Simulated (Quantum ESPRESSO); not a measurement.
Ga2O3: band structure with RGE2

Ga2O3:

```
Ga O
1.0
     6.10700   -1.51855    0.00000
     6.10700    1.51855    0.00000
    -1.38599    0.00000    5.63001
Ga O
4 6
Direct
  0.34134 0.34134 0.68598
  0.65866 0.65866 0.31402
  0.90950 0.90950 0.20540
  0.09050 0.09050 0.79460
  0.50410 0.50410 0.74340
  0.49590 0.49590 0.25660
  0.82670 0.82670 0.43680
  0.17330 0.17330 0.56320
  0.83550 0.83550 0.89020
  0.16450 0.16450 0.10980
```

```
Program             : Quantum ESPRESSO 7.5
Task                : band structure
Functional          : RGE2
Potentials or basis : PseudoDojo 0.4.1 SR PBE standard
Cutoff              : 1143 eV
Density cutoff      : 4572 eV
k mesh              : 6 × 6 × 4
Occupations         : fermi-dirac, width 0.05 eV
Spin                : no spin polarisation
Mixing beta         : 0.5
Most SCF iterations : 120
SCF threshold       : 2e-09 Ry
```

```
Pressure                : 6.3 GPa
Largest force           : 0.165 eV/Å
Band gap on the k mesh  : 2.46 eV, indirect (least direct gap 2.48 eV)
Band gap along the path : 2.46 eV, indirect (least direct gap 2.48 eV)
```

Forces on the atoms (eV/Å):
```
Ga   0.011  0.000 -0.094
Ga  -0.011  0.000  0.094
Ga  -0.086  0.000 -0.060
Ga   0.086  0.000  0.060
O   -0.155  0.000 -0.038
O    0.155  0.000  0.038
O   -0.011  0.000  0.078
O    0.011  0.000 -0.078
O   -0.156  0.000  0.052
O    0.156  0.000 -0.052
```

Stress tensor (GPa, compression positive):
```
6.20 0.00 0.05
0.00 6.85 0.00
0.05 0.00 5.87
```

Levels at the corners of the path, in eV from the valence-band top:
| point | band 42 | band 43 | band 44 | band 45 | band 46 | band 47 |
| --- | --- | --- | --- | --- | --- | --- |
| X | -0.72 | -0.47 | -0.12 | 5.71 | 6.58 | 7.30 |
| Γ | -0.47 | -0.29 | -0.02 | 2.46 | 5.76 | 6.74 |
| Y | -0.63 | -0.51 | -0.30 | 4.83 | 4.94 | 6.79 |
| L | -1.05 | -0.74 | -0.65 | 6.98 | 7.02 | 7.89 |
| Γ | -0.47 | -0.29 | -0.02 | 2.46 | 5.76 | 6.74 |
| Z | -0.62 | -0.59 | 0.00 | 5.25 | 5.36 | 6.30 |
| N | -1.05 | -0.74 | -0.65 | 6.98 | 7.02 | 7.89 |
| Γ | -0.47 | -0.29 | -0.02 | 2.46 | 5.76 | 6.74 |
| M | -0.68 | -0.42 | -0.15 | 4.63 | 4.87 | 5.84 |
| R | -0.72 | -0.47 | -0.12 | 5.71 | 6.58 | 7.30 |
| Γ | -0.47 | -0.29 | -0.02 | 2.46 | 5.76 | 6.74 |

Wall time 13 min on 1 thread of AMD EPYC 7B13 (Zen 3) (shared host), peak memory 0.58 GiB.

Caveat: the potentials were made for another functional, which shifts forces and pressure.
